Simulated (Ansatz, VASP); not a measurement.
# Cr: VASP beside Ansatz

File INCAR:

```
SYSTEM = Cr
  PREC = Accurate
  ENCUT = 600
  EDIFF = 1E-6
  ISMEAR = 0
  SIGMA = 0.1
  LREAL = .False.
  LASPH = .True.
  NELM = 60
  ALGO = Normal
  ISIF = 3
  LWAVE = .False.
  LCHARG = .False.
  GGA = PS
  IBRION = 2
  NSW = 100
  EDIFFG = -0.01
```

File KPOINTS:

```
Automatic mesh
0
Gamma
  26 26 26
  0 0 0
```

File POSCAR:

```
Cr
1.0
    0.0000000000      1.7923094933      1.7923094933
    1.7923094933      0.0000000000      1.7923094933
    1.7923094933      1.7923094933      0.0000000000
Cr
1
Direct
    0.0000000000      0.0000000000      0.0000000000
```

Input for Ansatz:

```yaml
crystal:
  lattice:
    - [0.0, 1.7923094933, 1.7923094933]
    - [1.7923094933, 0.0, 1.7923094933]
    - [1.7923094933, 1.7923094933, 0.0]
  atoms:
    - { symbol: Cr, position: [0.0, 0.0, 0.0] }
basis:
  ecutwfc: 420
kpoints:
  mp_grid: { grid: [26, 26, 26] }
hamiltonian:
  xc: pbesol
scf:
  occupations: { method: gaussian, width: 0.1 }
output:
  forces: true
  stress: true
  eigenvalues: true
relax:
  adjacent_minimum: "off"
  f_tol: 0.01
  max_steps: 80
  cell: { stress_tol: 0.05 }
```

Alike in both runs: task relaxation of cell and atoms; functional PBEsol; k mesh 26 × 26 × 26; occupations gaussian, width 0.1 eV; no spin polarisation.

|  | VASP | Ansatz |
| --- | --- | --- |
| version | VASP 6.6.1 | Ansatz 0.2.0 |
| potentials or method | VASP PAW PBE potentials, release 64 (Cr_pv) | scalar-relativistic, plane waves, PAW |
| plane-wave cutoff (eV) | 600 | 420 |
| valence electrons in the cell | 12 | 14 |

```tsv
	VASP	Ansatz	Ansatz less VASP
gap on the k mesh at the Fermi level, each at its own relaxed structure (eV)	none	none	-
relaxed volume (Å³/atom)	11.43	11.45	+0.026
relaxed cell length with the largest relative difference (Å)	2.528	2.530	+0.0019
```

A gap of «none» marks a metal or a gap that the smearing closes. The two sets of potentials don't hold the same shells in valence.

Caveats: the PAW data sets were made with another functional, which shifts forces and pressure a little (VASP); the run has no spin polarisation, though such a crystal can be magnetic. Spin polarisation is off, so any magnetic state and its effect on volume and gap are missing.
